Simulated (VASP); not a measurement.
## Input and output of a VASP r²SCAN single-point calculation on HgTe (strained zincblende)

INCAR

```
EDIFF = 1E-7
LASPH = .TRUE.
IBRION = -1
PREC = Accurate
SIGMA = 0.02
NELM = 120
NSW = 0
ISMEAR = -1
ENCUT = 520
METAGGA = R2SCAN
LREAL = .FALSE.
NBANDS = 16
ISIF = 2
ALGO = Normal
LCHARG = .FALSE.
LWAVE = .FALSE.
```

KPOINTS

```
KPOINTS created by Atomic Simulation Environment
0
Gamma
6 6 6
0 0 0
```

KPOINTS_OPT

```
special points
6
Reciprocal
0.0000000000 0.0000000000 0.0000000000 1
-0.5000000000 -0.5000000000 0.0000000000 1
-0.3750000000 -0.3750000000 0.2500000000 1
-0.3750000000 0.0000000000 0.3750000000 1
0.0000000000 0.0000000000 0.5000000000 1
-0.5000000000 -0.2500000000 0.2500000000 1
```

POSCAR

```
Hg Te
 1.0000000000000000
     0.0000000000000000    3.3220494652000001    3.3220494652000001
     3.3220494652000001    0.0000000000000000    3.3220494652000001
     3.3220494652000001    3.3220494652000001    0.0000000000000000
 Hg  Te
   1   1
Cartesian
  0.0000000000000000  0.0000000000000000  0.0000000000000000
  1.6610247326000001  1.6610247326000001  1.6610247326000001
```

VASP ran with the recommended PBE PAW datasets (18 valence electrons in the cell).

Command

```
mpirun -np 1 vasp_std
```

OSZICAR

```
N       E                     dE             d eps       ncg     rms          rms(c)
DAV:   1     0.295260659112E+02    0.29526E+02   -0.80417E+03   520   0.988E+02
DAV:   2    -0.765030460430E+02   -0.10603E+03   -0.98085E+02   600   0.226E+02
DAV:   3    -0.802699416985E+02   -0.37669E+01   -0.37577E+01   616   0.449E+01
DAV:   4    -0.802987081986E+02   -0.28767E-01   -0.28765E-01   720   0.371E+00
DAV:   5    -0.802991140227E+02   -0.40582E-03   -0.40582E-03   664   0.339E-01    0.599E+00
DAV:   6    -0.751466712781E+02    0.51524E+01   -0.27501E+00   528   0.200E+01    0.761E+00
DAV:   7    -0.751393852999E+02    0.72860E-02   -0.10779E-01   664   0.324E+00    0.506E+00
DAV:   8    -0.751456665229E+02   -0.62812E-02   -0.48486E-02   576   0.234E+00    0.108E+00
DAV:   9    -0.751474268599E+02   -0.17603E-02   -0.44683E-03   664   0.515E-01    0.311E-01
DAV:  10    -0.751471460353E+02    0.28082E-03   -0.13181E-03   584   0.387E-01    0.599E-02
DAV:  11    -0.751471595478E+02   -0.13513E-04   -0.12266E-04   656   0.865E-02    0.311E-02
DAV:  12    -0.751471636123E+02   -0.40645E-05   -0.10866E-05   624   0.221E-02    0.134E-02
DAV:  13    -0.751471648512E+02   -0.12389E-05   -0.63377E-06   600   0.275E-02    0.143E-02
DAV:  14    -0.751471642660E+02    0.58515E-06   -0.18280E-06   568   0.181E-02    0.374E-03
DAV:  15    -0.751471642427E+02    0.23265E-07   -0.11796E-07   424   0.271E-03
   1 F= -.75147164E+02 E0= -.75146987E+02  d E =-.353702E-03
       N       E                     dE             ncg
DAV:   1     0.712871355407E+03   -0.24276E+04      200
DAV:   2     0.966580634010E+02   -0.61621E+03      224
DAV:   3     0.758546651911E+02   -0.20803E+02      240
DAV:   4     0.756888702669E+02   -0.16579E+00      296
DAV:   5     0.756885678672E+02   -0.30240E-03      264
DAV:   6     0.756885613067E+02   -0.65605E-05      280
DAV:   7     0.756885611756E+02   -0.13103E-06      264
DAV:   8     0.756885611735E+02   -0.21446E-08      200
```

From OUTCAR

```
k-points           NKPTS =     16   k-points in BZ     NKDIM =     16   number of bands    NBANDS=     16

   NELECT =      18.0000    total number of electrons

   dimension x,y,z NGX =    36 NGY =   36 NGZ =   36
   dimension x,y,z NGXF=    72 NGYF=   72 NGZF=   72

  energy-cutoff  :      520.00
  volume of cell :       73.32
      direct lattice vectors                 reciprocal lattice vectors
     0.000000000  3.322049465  3.322049465    -0.150509499  0.150509499  0.150509499
     3.322049465  0.000000000  3.322049465     0.150509499 -0.150509499  0.150509499
     3.322049465  3.322049465  0.000000000     0.150509499  0.150509499 -0.150509499

 k-points in reciprocal lattice and weights: KPOINTS created by Atomic Simulation Env
   0.00000000  0.00000000  0.00000000       0.005
   0.16666667  0.00000000  0.00000000       0.037
   0.33333333  0.00000000  0.00000000       0.037
   0.50000000  0.00000000  0.00000000       0.019
   0.16666667  0.16666667  0.00000000       0.028
   0.33333333  0.16666667  0.00000000       0.111
   0.50000000  0.16666667  0.00000000       0.111
  -0.33333333  0.16666667  0.00000000       0.111
   ...

 E-fermi :   2.0408

 k-point     1 :       0.0000    0.0000    0.0000
  band No.  band energies     occupation
      1      -9.7988      2.00000
      2      -5.1583      2.00000
      3      -5.1583      2.00000
      4      -5.1583      2.00000
      5      -4.6866      2.00000
      6      -4.6866      2.00000
      7       1.4009      2.00000
      8       2.0269      1.33336
      9       2.0269      1.33336
     10       2.0269      1.33335
     11       6.7419      0.00000
     12       6.7419      0.00000
     13       6.7419      0.00000
     14       8.8258      0.00000
     15      11.9529      0.00000
     16      11.9529      0.00000

 k-point     2 :       0.1667    0.0000    0.0000
  band No.  band energies     occupation
      1      -9.6815      2.00000
      2      -5.1267      2.00000
      3      -5.1267      2.00000
      4      -5.0943      2.00000
      5      -4.6884      2.00000
      6      -4.6884      2.00000
      7      -0.2101      2.00000
      8       1.7791      2.00000
      9       1.7791      2.00000
     10       2.9473      0.00000
     11       6.6855      0.00000
     12       7.0836      0.00000
     13       7.0836      0.00000
     14      10.1360      0.00000
     15      11.0290      0.00000
     16      11.0290      0.00000

 k-point     3 :       0.3333    0.0000    0.0000
  band No.  band energies     occupation
      1      -9.4315      2.00000
      2      -5.0707      2.00000
      3      -5.0707      2.00000
      4      -4.8112      2.00000
      5      -4.6807      2.00000
      6      -4.6807      2.00000
      7      -2.0590      2.00000
      8       1.3542      2.00000
      9       1.3542      2.00000
     10       3.0456      0.00000
     11       7.4546      0.00000
     12       7.4546      0.00000
     13       8.0705      0.00000
     14      10.0187      0.00000
     15      11.3267      0.00000
     16      11.3267      0.00000

 k-point     4 :       0.5000    0.0000    0.0000
  band No.  band energies     occupation
      1      -9.2983      2.00000
      2      -5.0480      2.00000
      3      -5.0480      2.00000
      4      -4.6693      2.00000
      5      -4.6693      2.00000
      6      -4.4186      2.00000
      7      -3.0773      2.00000
      8       1.1649      2.00000
      9       1.1649      2.00000
     10       2.9614      0.00000
     11       7.4831      0.00000
     12       7.4831      0.00000
     13       9.1358      0.00000
     14      10.1984      0.00000
     15      12.4966      0.00000
     16      12.4966      0.00000

 k-point     5 :       0.1667    0.1667    0.0000
  band No.  band energies     occupation
      1      -9.6419      2.00000
      2      -5.1188      2.00000
      3      -5.0940      2.00000
      4      -5.0940      2.00000
      5      -4.7047      2.00000
      6      -4.6733      2.00000
      7      -0.3029      2.00000
      8       1.3949      2.00000
      9       1.3949      2.00000
     10       3.5900      0.00000
     11       5.7994      0.00000
     12       7.6653      0.00000
     13       7.6653      0.00000
     14       9.6933      0.00000
     15      10.7898      0.00000
     16      12.1116      0.00000

 k-point     6 :       0.3333    0.1667    0.0000
  band No.  band energies     occupation
      1      -9.4339      2.00000
      2      -5.0656      2.00000
      3      -5.0299      2.00000
      4      -4.9260      2.00000
      5      -4.6887      2.00000
      6      -4.6627      2.00000
      7      -1.6551      2.00000
      8       0.8067      2.00000
      9       0.9478      2.00000
     10       4.0080      0.00000
     11       6.1096      0.00000
     12       7.9575      0.00000
     13       8.2726      0.00000
     14      10.1212      0.00000
     15      11.7803      0.00000
     16      12.1482      0.00000

 k-point     7 :       0.5000    0.1667    0.0000
  band No.  band energies     occupation
      1      -9.2570      2.00000
      2      -5.0286      2.00000
      3      -5.0019      2.00000
      4      -4.7241      2.00000
      5      -4.6646      2.00000
      6      -4.4323      2.00000
      7      -2.8882      2.00000
      8       0.2522      2.00000
      9       0.8392      2.00000
     10       4.0001      0.00000
     11       6.8565      0.00000
     12       8.1785      0.00000
     13       8.6462      0.00000
     14      10.9407      0.00000
     15      12.0459      0.00000
     16      12.6008      0.00000

 k-point     8 :      -0.3333    0.1667    0.0000
  band No.  band energies     occupation
      1      -9.3018      2.00000
      2      -5.0280      2.00000
      3      -5.0264      2.00000
      4      -4.7096      2.00000
      5      -4.6915      2.00000
      6      -4.5635      2.00000
      7      -2.5603      2.00000
      8       0.1395      2.00000
      9       1.1504      2.00000
     10       3.9815      0.00000
     11       7.1541      0.00000
     12       7.8453      0.00000
     13       8.2946      0.00000
     14      10.9542      0.00000
     15      11.2614      0.00000
     16      12.5080      0.00000

 k-point     9 :      -0.1667    0.1667    0.0000
  band No.  band energies     occupation
      1      -9.5181      2.00000
      2      -5.0904      2.00000
      3      -5.0660      2.00000
      4      -4.9774      2.00000
      5      -4.7026      2.00000
      6      -4.6686      2.00000
      7      -1.2313      2.00000
      8       0.7262      2.00000
      9       1.6335      2.00000
     10       3.7118      0.00000
     11       6.7457      0.00000
     12       7.3210      0.00000
     13       7.6390      0.00000
     14      10.3107      0.00000
     15      11.3131      0.00000
     16      11.5274      0.00000

 k-point    10 :       0.3333    0.3333    0.0000
  band No.  band energies     occupation
      1      -9.3049      2.00000
      2      -4.9844      2.00000
      3      -4.9480      2.00000
      4      -4.9480      2.00000
      5      -4.6465      2.00000
      6      -4.6361      2.00000
      7      -2.0813      2.00000
      8       0.4297      2.00000
      9       0.4297      2.00000
     10       4.1620      0.00000
     11       5.2660      0.00000
     12       9.3845      0.00000
     13       9.5750      0.00000
     14       9.5750      0.00000
     15      12.5224      0.00000
     16      13.7994      0.00000

 k-point    11 :       0.5000    0.3333    0.0000
  band No.  band energies     occupation
      1      -9.1700      2.00000
      2      -4.9706      2.00000
      3      -4.9087      2.00000
      4      -4.8331      2.00000
      5      -4.6481      2.00000
      6      -4.3744      2.00000
      7      -2.8681      2.00000
      8      -0.2066      2.00000
      9       0.2739      2.00000
     10       4.3832      0.00000
     11       5.7177      0.00000
     12       9.0238      0.00000
     13       9.8109      0.00000
     14      11.0408      0.00000
     15      12.8318      0.00000
     16      13.5969      0.00000

 k-point    12 :      -0.3333    0.3333    0.0000
  band No.  band energies     occupation
      1      -9.1695      2.00000
      2      -4.9865      2.00000
      3      -4.9457      2.00000
      4      -4.7345      2.00000
      5      -4.6779      2.00000
      6      -4.2865      2.00000
      7      -2.9983      2.00000
      8      -0.6064      2.00000
      9       0.6007      2.00000
     10       4.5113      0.00000
     11       6.8448      0.00000
     12       8.9724      0.00000
     13       9.1531      0.00000
     14       9.7381      0.00000
     15      11.4696      0.00000
     16      14.1590      0.00000

 ...

  Total       -0.4974471     -0.4974471     -0.4974471     -0.0000000      0.0000000      0.0000000
  in kB      -10.8694917    -10.8694917    -10.8694917     -0.0000000      0.0000000      0.0000000
  external PRESSURE =     -10.8694917 kB  Pullay stress =       0.0000000 kB

 POSITION                                       TOTAL-FORCE (eV/Angst)
 -----------------------------------------------------------------------------------
      0.00000      0.00000      0.00000         0.000000      0.000000      0.000000
      1.66102      1.66102      1.66102        -0.000000     -0.000000     -0.000000
 -----------------------------------------------------------------------------------
    total drift:                                0.000000      0.000000      0.000000

  FREE ENERGIE OF THE ION-ELECTRON SYSTEM (eV)
  ---------------------------------------------------
  free  energy   TOTEN  =       -75.1471642427 eV

  energy  without entropy=      -75.1468105410  energy(sigma->0) =      -75.14698739
```

```yaml
gap_between_bands_v_and_c: 0.00 eV
least_direct_gap: 0.00 eV
pressure: -1.1 GPa
```

Band v is the last that the valence electrons fill when counted band by band, and c is the next.

The run took about 62 s on one core of a shared host (Intel Xeon Platinum 8488C) and held 0.22 GiB at most.
